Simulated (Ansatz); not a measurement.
HfO$_{2}$: experiment and calculation

**What was measured.**

“Temperature dependence of self-trapped exciton luminescence in nanostructured hafnia powder”, 2021, arxiv:2112.02602 quotes, for a bulk crystal of HfO2: band gap 5.54 eV (indirect).

How close the calculation comes is told below.

Theory: DFT PBE, scalar-relativistic, plane waves, PAW (Ansatz 0.2.0).

Cutoff 420 eV; k points 6×6×6 on the computed 12-atom cell (Γ-centred); Gaussian smearing, width 0.02 eV; no spin polarisation.

Relaxed structure, symmetry kept:

```yaml
crystal:
  lattice:
    - [5.16084, 0.00000, -0.01534]
    - [0.00000, 5.21219, 0.00000]
    - [-0.88148, 0.00000, 5.27872]
  atoms:
    - { symbol: Hf, position: [0.27572, 0.04286, 0.20840] }
    - { symbol: Hf, position: [0.72428, 0.54286, 0.29160] }
    - { symbol: Hf, position: [0.72428, 0.95714, 0.79160] }
    - { symbol: Hf, position: [0.27572, 0.45714, 0.70840] }
    - { symbol: O, position: [0.44913, 0.75722, 0.47670] }
    - { symbol: O, position: [0.55087, 0.25722, 0.02330] }
    - { symbol: O, position: [0.55087, 0.24278, 0.52330] }
    - { symbol: O, position: [0.44913, 0.74278, 0.97670] }
    - { symbol: O, position: [0.06720, 0.32874, 0.34837] }
    - { symbol: O, position: [0.93280, 0.82874, 0.15163] }
    - { symbol: O, position: [0.93280, 0.67126, 0.65163] }
    - { symbol: O, position: [0.06720, 0.17126, 0.84837] }
```

```json
{"Space group": "P2_1/c (No. 14)", "Volume per atom": "79.8 bohr³", "Formation energy from the elements' standard states (uncorrected)": "-3.461 eV/atom", "Kohn–Sham band gap": "4.04 eV, indirect from Γ to Y2", "Löwdin character of the top 1 eV of the valence band": "O 2p 93 %", "Löwdin character of the lowest 1 eV of the conduction band": "Hf 5d 83 %, O 2p 12 %", "Electron masses at the edge by Cartesian direction of the standard setting (m_e; degenerate bands sorted by energy; no spin-orbit coupling)": "x: 1.3; y: 1.1; z: 2.8", "Hole masses at the edge by Cartesian direction of the standard setting (m_e; degenerate bands sorted by energy; no spin-orbit coupling)": "x: 6.2; y: 2.2; z: 1.6"}
```

Spin-orbit coupling is left out, which matters for the bands of heavy elements.

Measured band gap of HfO2: 5.54 eV (indirect; quoted in the paper above). This calculation gives 4.04 eV (-1.50 eV). Kohn–Sham gaps of semilocal functionals fall short of measured ones as a rule; spin-orbit coupling, left out here, would usually lower the calculated gap of a compound with heavy elements. Lattice constants aren't compared, since papers order the axes of such cells in different ways.

Cost: 3 runs of about 9.3 core-minutes in all, on Arm Neoverse V2 (shared hosts).